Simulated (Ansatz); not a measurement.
# ZrS2: the cost of one run

Computed with Ansatz 0.2.0 (DFT PBEsol, scalar-relativistic, plane waves, PAW, unless a step's input says otherwise).

**1. The system as given**

It takes space group P-3m1 (No. 164, trigonal). Conventional cell: a = 3.630 Å, b = 3.630 Å, c = 5.850 Å, α = 90.00°, β = 90.00°, γ = 120.00°. Zr (site symmetry -3m) is surrounded by 6 S at 2.55 Å. Around S (site symmetry 3m) lie 3 Zr at 2.55 Å.

As a file:

```xyz
3
Lattice="3.6300 0.0000 0.0000 -1.8150 3.1437 0.0000 0.0000 0.0000 5.8500" Properties=species:S:1:pos:R:3 pbc="T T T"
Zr    0.0000    0.0000    0.0000
S     0.0000    2.0958    1.4578
S     1.8150    1.0479    4.3922
```

Source of the structure: the Crystallography Open Database.

(A quick probe on a coarse mesh, which set the mesh and smearing, is not shown.)

**3. Full relaxation**

input.yaml reads:

```yaml
crystal:
  lattice:
    - [3.6299990406, 0.0, 0.0]
    - [-1.8149995203, 3.1436713848, 0.0]
    - [0.0, 0.0, 5.85]
  atoms:
    - { symbol: Zr, position: [0.0, 0.0, 0.0] }
    - { symbol: S, position: [0.3333333333, 0.6666666667, 0.2492] }
    - { symbol: S, position: [0.6666666667, 0.3333333333, 0.7508] }
basis:
  ecutwfc: 420
kpoints:
  mp_grid: { grid: [12, 12, 6] }
hamiltonian:
  xc: pbesol
scf:
  occupations: { method: gaussian, width: 0.02 }
output:
  forces: true
  stress: true
  eigenvalues: true
relax:
  adjacent_minimum: "off"
  f_tol: 0.005
  max_steps: 80
  cell: { stress_tol: 0.05 }
```

Command:

```
$ ansatz run input.yaml --threads 1 --pin off --max-ram 3072MiB --backend cpu --events-out ev --progress --plain --runs-dir out
```

**Question.** How long does this run take on 1 thread of AMD EPYC 9R45 (Zen 5), shared host, and how much memory does it need?

About 8.4 s, with a peak of 0.48 GiB.
